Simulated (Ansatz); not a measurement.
We consider cubic perovskite BaSnO3, described by PBE in Ansatz (plane waves, PAW).

Settings: plane-wave cutoff 520 eV, 6×6×6 k mesh, scalar-relativistic PAW data made under PBE.

Computed at the level's own relaxed cell.

Elastic tensor (GPa, Voigt notation, ions relaxed):

```
  250.3    76.3    76.3     0.0     0.0     0.0
   76.3   250.3    76.3     0.0     0.0     0.0
   76.3    76.3   250.3     0.0     0.0     0.0
    0.0     0.0     0.0    89.7     0.0     0.0
    0.0     0.0     0.0     0.0    89.7     0.0
    0.0     0.0     0.0     0.0     0.0    89.7
```

Worked from these constants: the tetragonal shear constant is C′ = (C11 − C12)/2 = 87.0 GPa against C44 = 89.7 GPa, so the tetragonal shear is the softer. The Zener ratio C44/C′ is 1.03 (1 for an isotropic solid), and the Cauchy pressure C12 − C44 is -13.4 GPa. With C11 + 2C12 = 402.9 GPa all three Born conditions hold; they don't test modes at the zone boundary.

Ansatz is a first-principles code.
